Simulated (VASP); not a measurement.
```xyz
2
Lattice="0.0000 3.1104 3.1104 3.1104 0.0000 3.1104 3.1104 3.1104 0.0000" Properties=species:S:1:pos:R:3 pbc="T T T"
Al     0.0000     0.0000     0.0000
Sb     1.5552     1.5552     1.5552
```

Computed with G0W0 on PBE orbitals, VASP's PBE PAW potentials (set 64) (plane waves; VASP 6.6.1). Numerical set-up: PREC = Normal, 350 eV cut-off, 4×4×4 Γ-centred mesh, Gaussian smearing of 0.010 eV, potentials Al_GW Sb_d_GW.

The mesh is coarse and the basis finite, so the quasiparticle values are not converged.

NBANDS = 160, ENCUTGW = 200 eV, NOMEGA = 64. The PBE levels (eV) that the step starts from are:

| state | KS energy | filling |
|---|---|---|
| k1 (0.00, 0.00, 0.00), band 6 | -7.37 | 2 |
| k1 (0.00, 0.00, 0.00), band 7 | 3.13 | 2 |
| k1 (0.00, 0.00, 0.00), band 8 | 3.13 | 2 |
| k1 (0.00, 0.00, 0.00), band 9 | 3.13 | 2 |
| k1 (0.00, 0.00, 0.00), band 10 | 4.42 | 0 |
| k1 (0.00, 0.00, 0.00), band 11 | 6.21 | 0 |
| k1 (0.00, 0.00, 0.00), band 12 | 6.21 | 0 |
| k1 (0.00, 0.00, 0.00), band 13 | 6.21 | 0 |
| k2 (0.25, 0.00, 0.00), band 6 | -6.85 | 2 |
| k2 (0.25, 0.00, 0.00), band 7 | -0.12 | 2 |
| k2 (0.25, 0.00, 0.00), band 8 | 2.62 | 2 |
| k2 (0.25, 0.00, 0.00), band 9 | 2.62 | 2 |
| k2 (0.25, 0.00, 0.00), band 10 | 4.77 | 0 |
| k2 (0.25, 0.00, 0.00), band 11 | 6.88 | 0 |
| k2 (0.25, 0.00, 0.00), band 12 | 6.88 | 0 |
| k2 (0.25, 0.00, 0.00), band 13 | 8.55 | 0 |
| k3 (0.50, 0.00, 0.00), band 6 | -6.06 | 2 |
| k3 (0.50, 0.00, 0.00), band 7 | -2.13 | 2 |
| k3 (0.50, 0.00, 0.00), band 8 | 2.26 | 2 |
| k3 (0.50, 0.00, 0.00), band 9 | 2.26 | 2 |
| k3 (0.50, 0.00, 0.00), band 10 | 4.36 | 0 |
| k3 (0.50, 0.00, 0.00), band 11 | 6.85 | 0 |
| k3 (0.50, 0.00, 0.00), band 12 | 6.85 | 0 |
| k3 (0.50, 0.00, 0.00), band 13 | 9.71 | 0 |

### Question
Give the quasiparticle energies and renormalisation factors Z.

### Answer

```csv
state,QP energy (eV),Z
"k1 (0.00, 0.00, 0.00), band 6",-7.89,0.65
"k1 (0.00, 0.00, 0.00), band 7",2.61,0.76
"k1 (0.00, 0.00, 0.00), band 8",2.61,0.76
"k1 (0.00, 0.00, 0.00), band 9",2.61,0.76
"k1 (0.00, 0.00, 0.00), band 10",4.69,0.76
"k1 (0.00, 0.00, 0.00), band 11",6.30,0.75
"k1 (0.00, 0.00, 0.00), band 12",6.30,0.75
"k1 (0.00, 0.00, 0.00), band 13",6.30,0.75
"k2 (0.25, 0.00, 0.00), band 6",-7.37,0.67
"k2 (0.25, 0.00, 0.00), band 7",-0.66,0.73
"k2 (0.25, 0.00, 0.00), band 8",2.08,0.75
"k2 (0.25, 0.00, 0.00), band 9",2.08,0.75
"k2 (0.25, 0.00, 0.00), band 10",4.91,0.76
"k2 (0.25, 0.00, 0.00), band 11",6.97,0.74
"k2 (0.25, 0.00, 0.00), band 12",6.97,0.74
"k2 (0.25, 0.00, 0.00), band 13",8.66,0.74
"k3 (0.50, 0.00, 0.00), band 6",-6.57,0.68
"k3 (0.50, 0.00, 0.00), band 7",-2.71,0.70
"k3 (0.50, 0.00, 0.00), band 8",1.70,0.75
"k3 (0.50, 0.00, 0.00), band 9",1.70,0.75
"k3 (0.50, 0.00, 0.00), band 10",4.47,0.76
"k3 (0.50, 0.00, 0.00), band 11",6.92,0.75
"k3 (0.50, 0.00, 0.00), band 12",6.92,0.75
"k3 (0.50, 0.00, 0.00), band 13",9.49,0.75
```
On the mesh the gap opens from 1.23 to 1.73 eV.

The compound is AlSb in the zinc blende structure. This cell is one point of a volume scan, at 1.04 of the reference volume. The k-mesh is coarse (spacing up to 0.44 per Å, 2π included), so the numbers may not be converged in it.
